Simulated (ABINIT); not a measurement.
The system is Te.

```
Te
1.0
    -2.95779    3.87597    1.53515
     2.95779   -3.87597    1.53515
     2.95779    3.87597   -1.53515
Te
2
Cartesian
  2.9578 -1.9380 0.7704
  0.0000 5.8139 0.7647
```

This isn't the form of Te at room conditions, which is trigonal, of chains.

| Property | Result |
| --- | --- |
| Program | ABINIT 10.8.3 (patched build) |
| Task | single point |
| Functional | PBE |
| Potentials or basis | JTH PAW PBE v2.0 |
| Cutoff | 408 eV |
| k mesh | 10 × 10 × 10 |
| Occupations | fermi-dirac, width 0.05 eV |
| Spin | no spin polarisation |

On this cell: pressure 0.7 GPa; largest force under 0.003 eV/Å; band gap on the k mesh none (metal or under the smearing width).

The same run follows on a disturbed copy (atoms moved at random, drawn with an rms of 0.05 Å):

```
Te
1.0
    -2.95779    3.87597    1.53515
     2.95779   -3.87597    1.53515
     2.95779    3.87597   -1.53515
Te
2
Direct
  0.00724 0.73991 0.25666
  0.98375 0.24229 0.75956
```

What does the disturbed cell give?

The energy (extrapolated to zero smearing) moves by -1.0 meV/atom; pressure 0.9 GPa; largest force 0.043 eV/Å; band gap on the k mesh none (metal or under the smearing width).

Forces in eV/Å, atoms in the order of the input:
```
Te   0.009 -0.039 -0.013
Te  -0.009  0.039  0.013
```

Stress tensor (GPa, compression positive):
```
 2.41  0.01 -0.04
 0.01  0.26 -0.01
-0.04 -0.01 -0.04
```

The energy falls, though the first cell shows no forces: that form is unstable against this distortion, unless noise or another electronic state is at work.
